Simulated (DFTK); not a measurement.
The system is PbS.

```
Pb S
1.0
     4.08970    0.00000    0.00000
    -2.04485    3.54178    0.00000
     0.00000    0.00000    3.78817
Pb S
1 1
Direct
  0.00000 0.00000 0.00000
  0.66667 0.33333 0.50000
```

Measurements of this composition are mostly on another form, of space group No. 225.

Base run:

```yaml
Program: DFTK 0.8.2
Functional: PBE
Potentials_or_basis: dojo.nc.sr.pbe.v0_4_1.standard.upf (PBE)
Cutoff: 925 eV
k_mesh: 8 × 8 × 7
Occupations: fermi-dirac, width 0.05 eV
Spin: no spin polarisation
```

Its results: band gap on the k mesh 0.21 eV, indirect (least direct gap 1.64 eV); pressure 0.1 GPa.

**Question.** The run is repeated on the same cell with these changes: functional from PBE to PBEsol; potentials or basis from dojo.nc.sr.pbe.v0_4_1.standard.upf (PBE) to dojo.nc.sr.pbesol.v0_4_1.standard.upf (PBEsol). What comes out?

**Answer.** Band gap on the k mesh 0.13 eV, indirect (least direct gap 1.59 eV); pressure -2.7 GPa.

Caveats: spin-orbit coupling is left out, which as a rule narrows the gap of such compounds by several tenths of an eV; an odd mesh through Γ misses points on the zone boundary, where band edges often lie.
